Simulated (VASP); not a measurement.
# Os (Im-3m) in VASP: a series of runs

One crystal, Os, is run at these levels: PBEsol; tasks: single point, relaxation of cell and atoms.

Everything below comes from runs of VASP 6.6.1. Logs are shortened: lines on timing, memory, paths and dates and some standing lists are left out, and cuts for length are marked.

## 1. The structure

It takes space group Im-3m (No. 229, cubic). Conventional cell: a = 3.061 Å, b = 3.061 Å, c = 3.061 Å, α = 90.00°, β = 90.00°, γ = 90.00°. Os (site symmetry m-3m) is surrounded by 8 Os at 2.65 Å.

The cell was built by a generator and needn't be a form met in nature.

## 2. Single point, PBEsol

Input file INCAR:

```
SYSTEM = Os
ALGO = Normal
EDIFF = 1E-7
ENCUT = 520
GGA = PS
ISIF = 2
ISMEAR = 1
LASPH = .True.
LCHARG = .False.
LREAL = .False.
LWAVE = .False.
NBANDS = 10
NELM = 100
PREC = Accurate
SIGMA = 0.05
```

Input file KPOINTS:

```
k-points
0
Gamma
  11 11 11
  0 0 0
```

Input file POSCAR:

```
Os
1.0
    1.5307423888      1.5307423888      1.5307423888
   -1.5307423888      1.5307423888      1.5307423888
   -1.5307423888     -1.5307423888      1.5307423888
Os
1
Direct
    0.0000000000      0.0000000000      0.0000000000
```

Potentials or basis: VASP PAW PBE potentials, release 64 (Os).

Command:

```bash
> cat potpaw_PBE.64/Os/POTCAR > POTCAR
> mpirun -np 1 vasp_std > vasp.out
```

OUTCAR:

```text
SYSTEM = Os
   EDIFF = 1E-7
   ENCUT = 520
   GGA = PS
   ISIF = 2
   ISMEAR = 1
   LASPH = .True.
   LREAL = .False.
   NELM = 100
   PREC = Accurate

 ion  position               nearest neighbor table
   1  0.000  0.000  0.000-

  LATTYP: Found a body centered cubic cell.
 ALAT       =     3.0614847776

  Lattice vectors:

 A1 = (   1.5307423888,  -1.5307423888,  -1.5307423888)
 A2 = (   1.5307423888,   1.5307423888,   1.5307423888)
 A3 = (  -1.5307423888,  -1.5307423888,   1.5307423888)

Analysis of symmetry for initial positions (statically):
=====================================================================
 Subroutine PRICEL returns:
 Original cell was already a primitive cell.

 Routine SETGRP: Setting up the symmetry group for a
 body centered cubic supercell.

 Subroutine GETGRP returns: Found 48 space group operations
 (whereof 48 operations were pure point group operations)
 out of a pool of 48 trial point group operations.

The static configuration has the point symmetry O_h .

Analysis of symmetry for dynamics (positions and initial velocities):
=====================================================================
 Subroutine PRICEL returns:
 Original cell was already a primitive cell.

 Routine SETGRP: Setting up the symmetry group for a
 body centered cubic supercell.

 Subroutine GETGRP returns: Found 48 space group operations
 (whereof 48 operations were pure point group operations)
 out of a pool of 48 trial point group operations.

The dynamic configuration has the point symmetry O_h .

 Subroutine INISYM returns: Found 48 space group operations
 (whereof 48 operations are pure point group operations),
 and found     1 'primitive' translations

----------------------------------------------------------------------------------------

                                     Primitive cell

  volume of cell :      14.3472

  direct lattice vectors                    reciprocal lattice vectors
     1.530742389  1.530742389  1.530742389     0.326638893  0.000000000  0.326638893
    -1.530742389  1.530742389  1.530742389    -0.326638893  0.326638893  0.000000000
    -1.530742389 -1.530742389  1.530742389     0.000000000 -0.326638893  0.326638893

  length of vectors
     2.651323591  2.651323591  2.651323591     0.461937153  0.461937153  0.461937153

  position of ions in fractional coordinates (direct lattice)
     0.000000000  0.000000000  0.000000000

  ion indices of the primitive-cell ions
   primitive index   ion index
                 1           1

----------------------------------------------------------------------------------------

 KPOINTS: k-points

Automatic generation of k-mesh.
 Grid dimensions read from file:
 generate k-points for:   11   11   11

 Generating k-lattice:

  Cartesian coordinates                     Fractional coordinates (reciprocal lattice)
     0.029694445  0.000000000  0.029694445     0.090909091  0.000000000  0.000000000
    -0.029694445  0.029694445  0.000000000     0.000000000  0.090909091  0.000000000
     0.000000000 -0.029694445  0.029694445     0.000000000  0.000000000  0.090909091

  Length of vectors
     0.041994287  0.041994287  0.041994287

  Shift w.r.t. Gamma in fractional coordinates (k-lattice)
     0.000000000  0.000000000  0.000000000

 Subroutine IBZKPT returns following result:
 ===========================================

 Found     56 irreducible k-points:

 Following reciprocal coordinates:
            Coordinates               Weight
  0.000000  0.000000  0.000000      1.000000
  0.090909  0.000000  0.000000     12.000000
  0.181818  0.000000  0.000000     12.000000
  0.272727  0.000000  0.000000     12.000000
  0.363636  0.000000  0.000000     12.000000
  0.454545  0.000000  0.000000     12.000000
[... 16 lines left out ...]
  0.363636  0.181818  0.090909     48.000000
  0.454545  0.181818  0.090909     48.000000
 [... further k-points ...]
   k-points           NKPTS =     56   k-points in BZ     NKDIM =     56   number of bands    NBANDS=     10
   number of dos      NEDOS =    301   number of ions     NIONS =      1
   total plane-waves  NPLWV =   8000
   dimension x,y,z NGX =    20 NGY =   20 NGZ =   20
   dimension x,y,z NGXF=    40 NGYF=   40 NGZF=   40
   ions per type =               1
   NGX,Y,Z   is equivalent  to a cutoff of  12.54, 12.54, 12.54 a.u.
   NGXF,Y,Z  is equivalent  to a cutoff of  25.08, 25.08, 25.08 a.u.
 SYSTEM =  Os
   PREC   = accura    normal or accurate (medium, high low for compatibility)
   ISTART =      0    job   : 0-new  1-cont  2-samecut
   ICHARG =      2    charge: 1-file 2-atom 10-const
   ISPIN  =      1    spin polarized calculation?
   LNONCOLLINEAR =      F non collinear calculations
   LSORBIT =      F    spin-orbit coupling
   LASPH  =      T    aspherical Exc in radial PAW
   ENCUT  =  520.0 eV  38.22 Ry    6.18 a.u.   4.93  4.93  4.93*2*pi/ulx,y,z
   NELM   =    100;   NELMIN=  2; NELMDL= -5     # of ELM steps
   EDIFF  = 0.1E-06   stopping-criterion for ELM
   LREAL  =      F    real-space projection
   EDIFFG = 0.1E-05   stopping-criterion for IOM
   NSW    =      0    number of steps for IOM
   IBRION =     -1    ionic relax: 0-MD 1-quasi-New 2-CG
   NFREE  =      0    steps in history (QN), initial steepest desc. (CG)
   ISIF   =      2    stress and relaxation
   ISYM   =      2    0-nonsym 1-usesym 2-fastsym
   POTIM  = 0.5000    time-step for ionic-motion
   TEBEG  =    0.0;   TEEND  =   0.0 temperature during run
   PSTRESS=    0.0 pullay stress
   NELECT =       8.0000    total number of electrons
   NUPDOWN=      -1.0000    fix difference up-down
   EMIN   =  10.00;   EMAX   =-10.00  energy-range for DOS
   EFERMI =   0.00;   METHOD = LEGACY
   ISMEAR =     1;   SIGMA  =   0.05  broadening in eV -4-tet -1-fermi 0-gaus
   EFERMI_NEDOS =   21; number of points for ismear=-14 and -15
   IALGO  =     38    algorithm
   IMIX   =      4    mixing-type and parameters
     AMIX     =   0.40;   BMIX     =  1.00
     AMIX_MAG =   1.60;   BMIX_MAG =  1.00
  volume/ion in A,a.u.               =      14.35        96.82
  Fermi-wavevector in a.u.,A,eV,Ry     =   1.347461  2.546331 24.703417  1.815650
  Thomas-Fermi vector in A             =   2.475209
   LORBIT       =      0    0 simple, 1 ext, 2 COOP (PROOUT), +10 PAW based schemes
   GGA     = PS    functional components
   LHFCALC =     F    Hartree Fock is set to
   AEXX    =    0.0000 exact exchange contribution
   IVDW    =     0    specifies the selected vdW correction
   LEPSILON=     F    determine dielectric tensor
   LRPA    =     F    only Hartree local field effects (RPA)
 non-spin polarized calculation
 Methfessel and Paxton  Order N= 1 SIGMA  =   0.05
  energy-cutoff  :      520.00
  volume of cell :       14.35
 maximum number of plane-waves:       398
   NGX =  9   NGY =  9   NGZ =  9

 number of electron       8.0000001 magnetization

 Free energy of the ion-electron system (eV)
  ---------------------------------------------------
  ext. energy  EPLUGINS =         0.00000000
  ---------------------------------------------------
  free energy    TOTEN  =       -11.31886391 eV

  energy without entropy =      -11.31833257  energy(sigma->0) =      -11.31868680

 E-fermi :   9.2486     XC(G=0): -13.9971

 val. band max:        9.2415368669   @ k =   0.0909  -0.4545   0.0909
 cond. band min:       9.2573929376   @ k =   0.1818   0.0909   0.0000
 fundamental gap:      0.0158560707
 Fermi energy:         9.2485874130

 k-point     1 :       0.0000    0.0000    0.0000
  band No.  band energies     occupation
      1      -1.8361      2.00000
      2       5.8163      2.00000
      3       5.8163      2.00000
      4       5.8163      2.00000
      5       9.1336      2.00541
      6       9.1336      2.00541
      7      25.4484      0.00000
      8      25.4484      0.00000
      9      25.4484      0.00000
     10      37.4618      0.00000

 k-point     2 :       0.0909    0.0000    0.0000
  band No.  band energies     occupation
      1      -1.4412      2.00000
      2       5.6148      2.00000
      3       5.7870      2.00000
      4       6.1879      2.00000
      5       8.8622      2.00000
      6       9.1474      2.01483
      7      25.7066      0.00000
      8      26.0996      0.00000
      9      26.1353      0.00000
     10      34.5334      0.00000

 k-point     3 :       0.1818    0.0000    0.0000
  band No.  band energies     occupation
      1      -0.3788      2.00000
      2       5.1115      2.00000
      3       5.6224      2.00000
      4       7.2636      2.00000
      5       8.5151      2.00000
      6       9.2129      1.92849
      7      25.8386      0.00000
      8      26.8679      0.00000
      9      27.9312      0.00000
     10      32.3512      0.00000

 k-point     4 :       0.2727    0.0000    0.0000
  band No.  band energies     occupation
      1       0.8523      2.00000
      2       4.5190      2.00000
      3       5.6274      2.00000
      4       8.6218      2.00000
      5       8.9097      2.00000
      6       9.3664     -0.00428
      7      24.5788      0.00000
      8      24.7233      0.00000
      9      30.6501      0.00000
     10      32.8639      0.00000
[... 222 lines left out ...]
 k-point    22 :       0.2727    0.1818    0.0909
  band No.  band energies     occupation
      1       1.1430      2.00000
      2       5.2410      2.00000
      3       5.4458      2.00000
      4       7.2257      2.00000
      5       8.3117      2.00000
      6      10.0096     -0.00000
      7      24.7899      0.00000
      8      27.0572      0.00000
      9      29.3780      0.00000
     10      31.2037      0.00000

 k-point    23 :       0.3636    0.1818    0.0909
  band No.  band energies     occupation
      1       2.1301      2.00000
      2       4.6730      2.00000
      3       5.3766      2.00000
      4       7.7128      2.00000
      5       9.7636     -0.00000
      6      10.6744      0.00000
      7      22.4118      0.00000
      8      25.7021      0.00000
      9      28.6580      0.00000
     10      30.6890      0.00000

 k-point    24 :       0.4545    0.1818    0.0909
  band No.  band energies     occupation
      1       2.3038      2.00000
      2       4.5049      2.00000
      3       5.6821      2.00000
      4       8.1914      2.00000
      5      10.5919      0.00000
      6      12.7186      0.00000
      7      19.6691      0.00000
      8      23.9403      0.00000
      9      26.4355      0.00000
     10      31.7422      0.00000

 [... further k-points ...]

------------------------ aborting loop because EDIFF is reached ----------------------------------------

  FORCE on cell =-STRESS in cart. coord.  units (eV):
  Direction    XX          YY          ZZ          XY          YZ          ZX
  --------------------------------------------------------------------------------------
  -------------------------------------------------------------------------------------
  Total        0.0595940      0.0595940      0.0595940     -0.0000000      0.0000000     -0.0000000
  in kB        6.6549762      6.6549762      6.6549762     -0.0000000      0.0000000     -0.0000000
  external PRESSURE =       6.6549762 kB  Pullay stress =       0.0000000 kB

 VOLUME and BASIS-vectors are now :
 -----------------------------------------------------------------------------
  energy-cutoff  :      520.00
  volume of cell :       14.35
      direct lattice vectors                 reciprocal lattice vectors
     1.530742389  1.530742389  1.530742389     0.326638893  0.000000000  0.326638893
    -1.530742389  1.530742389  1.530742389    -0.326638893  0.326638893  0.000000000
    -1.530742389 -1.530742389  1.530742389     0.000000000 -0.326638893  0.326638893

 POSITION                                       TOTAL-FORCE (eV/Angst)
 -----------------------------------------------------------------------------------
      0.00000      0.00000      0.00000         0.000000     -0.000000      0.000000
 -----------------------------------------------------------------------------------
    total drift:                               -0.000000     -0.000000      0.000000

  FREE ENERGIE OF THE ION-ELECTRON SYSTEM (eV)
  ---------------------------------------------------
  free  energy   TOTEN  =       -11.3188639071 eV

  energy  without entropy=      -11.3183325728  energy(sigma->0) =      -11.31868680
```

Run time: 4.7 s. Hardware: 1 thread of Intel Xeon Platinum 8488C (Sapphire Rapids), shared host; peak memory 0.13 GiB.

Results:

```
Free energy            : -11.3189 eV
Pressure               : 0.7 GPa
Band gap on the k mesh : none (metal or under the smearing width)
```

Caveat: the PAW data sets were made with another functional, which shifts forces and pressure a little.

## 3. Relaxation of cell and atoms, PBEsol

This run uses another cell than the first one, of 14.05 Å³/atom, 0.979 times its volume.

Input file INCAR:

```
SYSTEM = Os
PREC = Accurate
ENCUT = 600
EDIFF = 1E-6
ISMEAR = 1
SIGMA = 0.05
LREAL = .False.
LASPH = .True.
NELM = 100
ALGO = Normal
ISIF = 3
LWAVE = .False.
LCHARG = .False.
GGA = PS
IBRION = 2
NSW = 80
EDIFFG = -0.03
```

Input file KPOINTS:

```
regular mesh
0
Gamma
  11 11 11
  0 0 0
```

Input file POSCAR:

```
Os
1.0
    1.5200000000      1.5200000000      1.5200000000
   -1.5200000000      1.5200000000      1.5200000000
   -1.5200000000     -1.5200000000      1.5200000000
Os
1
Direct
    0.0000000000      0.0000000000      0.0000000000
```

Potentials or basis: VASP PAW PBE potentials, release 64 (Os).

Command:

```bash
> cat potpaw_PBE.64/Os/POTCAR > POTCAR
> mpirun -np 1 vasp_std > vasp.out
```

Wall time 11 s (1 thread of Intel Xeon Platinum 8488C (Sapphire Rapids), shared host); peak memory 0.15 GiB.

The run converged. Its results:

* Free energy: -11.3191 eV
* Relaxed volume: 14.38 Å³/atom
* Relaxed cell: a = 2.653 Å, b = 2.653 Å, c = 2.653 Å, α = 70.53°, β = 109.47°, γ = 70.53°
* Space group after relaxing (to 0.05 Å): Im-3m (No. 229)
* Energy gained by relaxing: 9.6 meV/atom
* Ionic steps: 4
* Pressure after relaxing: 0.0 GPa
* Band gap on the k mesh: none (metal or under the smearing width)

The path:
| step | energy change (eV) | largest force (eV/Å) | pressure (GPa) | volume (Å³) |
| --- | --- | --- | --- | --- |
| 1 | 0.0000 | 0.0000 | 9.62 | 14.05 |
| 2 | 0.1406 | 0.0000 | -29.99 | 15.83 |
| 3 | -0.0096 | 0.0000 | -0.40 | 14.39 |
| 4 | -0.0096 | 0.0000 | -0.02 | 14.38 |

Final structure:
```yaml
crystal:
  lattice:
    - [1.53177, 1.53177, 1.53177]
    - [-1.53177, 1.53177, 1.53177]
    - [-1.53177, -1.53177, 1.53177]
  atoms:
    - { symbol: Os, position: [0.00000, 0.00000, 0.00000] }
```

Levels at points of the mesh, in eV from the Fermi level:
| k point | band 1 | band 2 | band 3 | band 4 | band 5 | band 6 | band 7 | band 8 |
| --- | --- | --- | --- | --- | --- | --- | --- | --- |
| (0.00, 0.00, 0.00) | -11.07 | -3.42 | -3.42 | -3.42 | -0.11 | -0.11 | 16.20 | 16.20 |

Caveat: the PAW data sets were made with another functional, which shifts forces and pressure a little. The run has no spin-orbit coupling, so splittings on Os are missing.
